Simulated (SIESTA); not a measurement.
Runs of SIESTA 5.4.2 on In2O3. It takes space group R-3c (No. 167, trigonal). Conventional cell: a = 5.487 Å, b = 5.487 Å, c = 14.510 Å, α = 90.00°, β = 90.00°, γ = 120.00°. In (site symmetry 3) has 6 O at 2.12 to 2.26 Å as nearest neighbours. O (site symmetry 2) is surrounded by 4 In at 2.12 to 2.26 Å. 

| task | level | potentials or basis | k mesh | gap on the mesh (eV) | pressure (GPa) | V0 of scaled cells (Å³/atom) | B0 (GPa) | largest force (eV/Å) |
| --- | --- | --- | --- | --- | --- | --- | --- | --- |
| band structure | PBEsol | PseudoDojo 0.4 standard (PBEsol files), DZP (energy shift 0.003 Ry; two zetas on semicore shells) | 6 × 6 × 6 | (a) | 6.0 | - | - | 0.25 |
| band structure | LDA | PseudoDojo 0.4 standard (LDA files), DZP (energy shift 0.003 Ry; two zetas on semicore shells) | 6 × 6 × 6 | 1.13 | 0.3 | - | - | 0.26 |
| equation of state | PBEsol | PseudoDojo 0.4 standard (PBEsol files), DZP (energy shift 0.003 Ry; two zetas on semicore shells) | 4 × 4 × 4 | - | - | 13.05 | (c) | - |
| equation of state | LDA | PseudoDojo 0.4 standard (LDA files), DZP (energy shift 0.003 Ry; two zetas on semicore shells) | 4 × 4 × 4 | - | - | (b) | 181 | - |

Alike in all rows: no spin polarisation; cell as given; smearing fermi-dirac 0.05 eV; grid cutoff 800 Ry; energy shift 0.003 Ry.

Q: Fill in the values left out.

A: (a) 1.14; (b) 12.63; (c) 163.

Caveats: the basis of atomic orbitals isn't converged, which shifts pressures, moduli and gaps; spin-orbit coupling is left out, which moves the levels of the heavy elements (some runs); the cell was scaled at fixed shape and fractional positions, which overstates the stiffness of a crystal with free parameters, most of all of layers and chains (some runs).

A k mesh can miss the band edges, and the runs leave out spin-orbit coupling on In.

Not every run made on this cell is shown here.
